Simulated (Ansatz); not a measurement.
# In in Ansatz: reference runs

Aim: a first look at In with PBE, on the cell as given.

Program: Ansatz 0.2.0. These are calculated values, not measurements. Logs are shortened: lines on timing, memory, paths and dates and some standing lists are left out, and cuts for length are marked.

## Step 1: The undisturbed slab

The cell holds a slab with vacuum, 4 atoms: a = 3.339 Å, b = 3.339 Å, c = 23.207 Å, α = 90.00°, β = 90.00°, γ = 120.00°.

The slab is cut from a database's or a generator's crystal, which needn't be the stable form of the element.

## Step 2: Single point, PBE (the (0 0 1) slab of In, cut from the database cell, not relaxed)

input.yaml

```yaml
crystal:
  lattice:
    - [3.3392736332, 0.0, 0.0]
    - [-1.6696368166, 2.8918957965, 0.0]
    - [0.0, 0.0, 23.20746325]
  atoms:
    - { symbol: In, position: [0.6666666667, 0.3333333333, 0.3231719003] }
    - { symbol: In, position: [0.3333333333, 0.6666666667, 0.4413060572] }
    - { symbol: In, position: [0.6666666667, 0.3333333333, 0.5586939428] }
    - { symbol: In, position: [0.3333333333, 0.6666666667, 0.6768280997] }
kpoints:
  mp_grid: { grid: [9, 9, 1] }
scf:
  occupations: { method: fermi_dirac, width: 0.05 }
hamiltonian:
  xc: pbe
  pseudopotentials: { kind: all_electron, lapw: { basis_error: 0.001 } }
output:
  forces: true
  stress: true
  eigenvalues: true
  populations: true
```

Potentials or basis: all-electron LAPW, scalar-relativistic.

On the command line:

```sh
> ansatz run input.yaml --threads 4 --pin off --max-ram 14336MiB --backend cpu --events-out ev --progress --plain --runs-dir out
```

The program printed:

```text
Warning: RAYON_NUM_THREADS=4 ignored (pool sized by the plan → 4); use --threads N
In: projections on atomic orbitals take those of the free atom 1s2 2s2 2p6 3s2 3p6 3d10 4s2 4p6 4d10 5s2 5p1, of charge +0.00 (hamiltonian.pseudopotentials.projection_atoms)
LAPW: plane waves up to 6.627 Å⁻¹, error target 1.0e-3 eV per atom; small_component_spin mean_spin; In in spheres of 1.669 Å, 21 of its electrons in bands, Dirac shells [] (how accurate: hamiltonian.pseudopotentials.lapw.basis_error, Limitations)
Engine: ansatz 0.2.0, aarch64-unknown-linux-gnu
Pseudopotentials: kind: all_electron
Pseudopotential: In, LAPW, valence charge 21, lapw/all_electron/scalar/gaussian/In, Koelling and Harmon's equation, gaussian nucleus
Functional definition: PBE
  parameter kappa = 0.804
  parameter beta = 0.06672455060314922
  exchange = pbe_x(kappa = kappa, mu = beta*pi^2/3)
  correlation = pbe_c(beta = beta)
Crystal: 4 atoms, lattice volume = 224.111 Å³
Basis set: ecut = 167.32399933075106 eV, 1153 PW (Γ), exchange–correlation at level 2
Bands: 51, of which v1, the nominal top of the filled ones, is band 42 counted from 1 (41 counted from 0)
Symmetry: 12 space group operations
Space group: P-3m1 (ITA 164), of the structure as read, at distance tolerance 6.1e-5 Å
k-points: 12 of 81
Non-local potential: In, projectors of the file, none
Initial density: superposition of atomic densities (neutral atoms: chi_scale 0, normalization atom)
Initial wavefunctions: plane waves of lowest kinetic energy (no species holds an atomic orbital)
Functional: x = pbe(κ = 0.804, μ = 0.2195149727645171), c = pbe(β = 0.06672455060314922)
iter 1 solved again at ethr=1.53e-3 eV; its pass at ethr=1.00e-1 eV (dr2=1.28e0 eV) is discarded
SCF iter   1: F=—  HF=-640183.735799 eV  |F-HF|=—  |Δ(HF+E_count)|=         —  Δρ=5.70e-3  dr2=1.28e0  ethr=1.53e-3  ⟨swp⟩=2.3  Hψ=4059  notcnv=0
preconditioner: auto → LDOS  [insulator: Δε(μ)=0.178 eV  Ē_g=15.445 eV  σ=0.050 eV  W_gap=0.64  n_scr=46 (ndim 8)  ℏωp=17.9 eV  f_vac=0.491  D(μ)=1.71/eV (n_scr^D=8)  ε∞_Penn≈2.3  β→1.0]
SCF iter   2: F=—  HF=-640183.818493 eV  |F-HF|=—  |Δ(HF+E_count)|=   8.27e-2  Δρ=7.47e-3  dr2=2.05e0  ethr=1.52e-3  ⟨swp⟩=3.2  Hψ=2129  notcnv=0
iter 3 solved again at ethr=8.66e-6 eV; its pass at ethr=1.52e-3 eV (dr2=7.28e-3 eV) is discarded
SCF iter   3: F=—  HF=-640183.514720 eV  |F-HF|=—  |Δ(HF+E_count)|=   3.04e-1  Δρ=9.04e-4  dr2=7.18e-3  ethr=8.66e-6  ⟨swp⟩=2.7  Hψ=3256  notcnv=0
SCF iter   4: F=—  HF=-640183.514553 eV  |F-HF|=—  |Δ(HF+E_count)|=   1.67e-4  Δρ=4.92e-4  dr2=1.20e-3  ethr=8.55e-6  ⟨swp⟩=2.1  Hψ=1881  notcnv=0
SCF iter   5: F=—  HF=-640183.513598 eV  |F-HF|=—  |Δ(HF+E_count)|=   9.55e-4  Δρ=1.94e-4  dr2=2.47e-4  ethr=1.43e-6  ⟨swp⟩=2.8  Hψ=1892  notcnv=0
SCF iter   6: F=—  HF=-640183.513658 eV  |F-HF|=—  |Δ(HF+E_count)|=   5.99e-5  Δρ=4.48e-5  dr2=1.67e-5  ethr=2.94e-7  ⟨swp⟩=2.4  Hψ=1893  notcnv=0
SCF iter   7: F=—  HF=-640183.513659 eV  |F-HF|=—  |Δ(HF+E_count)|=   7.63e-7  Δρ=1.42e-5  dr2=3.60e-6  ethr=1.99e-8  ⟨swp⟩=3.0  Hψ=1909  notcnv=0
SCF iter   8: F=—  HF=-640183.513658 eV  |F-HF|=—  |Δ(HF+E_count)|=   4.86e-7  Δρ=6.06e-6  dr2=1.65e-7  ethr=4.29e-9  ⟨swp⟩=3.0  Hψ=1913  notcnv=0
SCF iter   9: F=-640183.513659 eV  HF=-640183.513659 eV  |F-HF|=1.75e-8  |Δ(HF+E_count)|=   2.67e-7  Δρ=1.14e-6  dr2=1.41e-8  ethr=1.96e-10  ⟨swp⟩=3.0  Hψ=1962  notcnv=0
SCF 1 converged in 9 iterations: F = -640183.513659 eV  dr2 = 1.41e-8
SCF converged after 9 iterations
Free energy (F): -640183.513659 eV
Harris-Foulkes:  -640183.513659 eV  (|F-HF|=1.75e-8)
Internal energy: -640183.497535 eV  (E = F + TS)
E sigma→0 (E₀):  -640183.505597 eV
Entropy (-TS):   -0.016124 eV (-4.031 meV/atom)
Fermi energy:    4.401509 eV
--- Per-component energies (eV) ---
  E_band       = -2957.290503
  E_kinetic    = 671949.181123
  E_xc         = -17410.313833
  E_electrostatic = -1294722.364824  (all electrons and nuclei)
  E_smearing   = -0.016124  (= −TS)
  E_closure    = 0.000000  (closes the sum)
  E_atoms      = -640173.704646  (free atoms, spherical and without spin; not in F)
  Σ components = -640183.513659   (vs F -640183.513659, Δ=0.00e0)
  Basis errors (estimates in eV, not in F): energy 2.9e-4 per atom: plane waves 2.6e-4 (1.5e-4 summed), levels above the bands 7.8e-50, relativity 4.5e-8, radial functions 2.7e-5, core shells 6.2e-10; eigenvalues (radial functions only) 4.9e-7; not estimated: angular momenta, meshes, grids; target (lapw.basis_error) 1.0e-3; muffin-tin radii In 1.669 Å
--- Forces (eV/Å), atoms counted from 1 ---
  atom   1  In    -0.00000000     0.00000000    -0.09768625
  atom   2  In    -0.00000000    -0.00000000     0.09765751
  atom   3  In     0.00000000     0.00000000    -0.09765751
  atom   4  In     0.00000000    -0.00000000     0.09768625
  max |Σ_I F_I| component: 2.31e-18 eV/Å
--- Stress (GPa, compression-positive) ---
        0.194625       0.000000       0.000000
       -0.000000       0.194625       0.000000
        0.000000       0.000000       0.384670
  P = ⅓ Tr σ = 0.2580 GPa (2.580 kbar)
--- Band table (eV; the first three rows and the last of 12) ---
  k-point 0: bands = ["-111.1170", "-111.1170", "-111.0854", "-111.0852", "-69.6191", "-69.6191", "-69.5823", "-69.5823", "-69.5823", "-69.5823", "-69.5644", "-69.5644", "-69.5637", "-69.5637", "-69.5633", "-69.5596", "-10.3346", "-10.3280", "-10.2945", "-10.2684", "-10.2494", "-10.2494", "-10.2486", "-10.2486", "-10.2342", "-10.2342", "-10.2210", "-10.2210", "-10.1322", "-10.1322", "-10.0885", "-10.0885", "-10.0299", "-10.0299", "-9.9780", "-9.9780", "-4.8667", "-4.0646", "-2.7534", "-1.0456", "1.8884", "4.2105", "6.5704", "7.8660", "8.0858", "9.6928", "9.9945", "12.3477", "12.7526", "12.8997", "12.8997"]
  k-point 1: bands = ["-111.1170", "-111.1170", "-111.0853", "-111.0851", "-69.6191", "-69.6191", "-69.5830", "-69.5830", "-69.5825", "-69.5825", "-69.5650", "-69.5646", "-69.5645", "-69.5639", "-69.5631", "-69.5597", "-10.3227", "-10.3165", "-10.2883", "-10.2691", "-10.2533", "-10.2474", "-10.2298", "-10.2206", "-10.2198", "-10.2143", "-10.2019", "-10.1911", "-10.1482", "-10.1390", "-10.1006", "-10.0912", "-10.0469", "-10.0304", "-10.0017", "-9.9752", "-4.6264", "-3.8238", "-2.5169", "-0.8261", "2.1508", "4.4396", "6.7826", "8.0849", "8.3044", "9.9050", "10.1973", "10.4971", "11.2331", "11.8195", "12.3033"]
  k-point 2: bands = ["-111.1169", "-111.1169", "-111.0852", "-111.0851", "-69.6189", "-69.6189", "-69.5846", "-69.5846", "-69.5830", "-69.5830", "-69.5667", "-69.5661", "-69.5650", "-69.5643", "-69.5626", "-69.5598", "-10.3524", "-10.3336", "-10.3006", "-10.2606", "-10.2559", "-10.2332", "-10.2239", "-10.1886", "-10.1858", "-10.1682", "-10.1663", "-10.1299", "-10.1182", "-10.1034", "-10.1006", "-10.0782", "-10.0605", "-10.0425", "-10.0273", "-9.9700", "-3.8983", "-3.0968", "-1.8040", "-0.1591", "2.9154", "5.0967", "7.1694", "7.3427", "7.9776", "8.7256", "8.9545", "9.1557", "10.3970", "10.4462", "10.6489"]
  k-point 11: bands = ["-111.1167", "-111.1167", "-111.0850", "-111.0850", "-69.6186", "-69.6186", "-69.5863", "-69.5863", "-69.5863", "-69.5863", "-69.5685", "-69.5681", "-69.5681", "-69.5675", "-69.5608", "-69.5608", "-10.3477", "-10.2942", "-10.2942", "-10.2604", "-10.2373", "-10.2373", "-10.1643", "-10.1643", "-10.1503", "-10.1291", "-10.1235", "-10.1199", "-10.1199", "-10.0958", "-10.0790", "-10.0339", "-10.0339", "-10.0131", "-9.9696", "-9.9696", "1.2380", "1.2380", "1.8696", "1.8696", "2.8205", "3.6021", "3.7016", "3.7016", "4.7564", "5.2895", "5.2895", "6.0244", "7.7981", "7.7981", "9.9811"]
--- Löwdin populations: 4 sites ---
  site symbol       q [e]
     0     In     48.9656
     1     In     48.9985
     2     In     48.9985
     3     In     48.9656
  spilling = 0.000366 (of n_electrons = 196.000000)
```

Run time: 7.7 s. Hardware: 4 threads of Arm Neoverse V1, shared host; peak memory 0.47 GiB.

What came out:

```yaml
Free_energy: -640183.5137 eV
Largest_force: 0.098 eV/Å
Band_gap_on_the_k_mesh: none (metal or under the smearing width)
Work_function: 3.70 eV
```

Forces on the atoms (eV/Å):
```
In   0.000  0.000 -0.098
In   0.000  0.000  0.098
In   0.000  0.000 -0.098
In   0.000  0.000  0.098
```

Levels at points of the mesh, in eV from the Fermi level:
```
           k point  band 38  band 39  band 40  band 41  band 42  band 43  band 44  band 45  band 46  band 47
(0.00, 0.00, 0.00)    -8.47    -7.15    -5.45    -2.51    -0.19     2.17     3.46     3.68     5.29     5.59
```
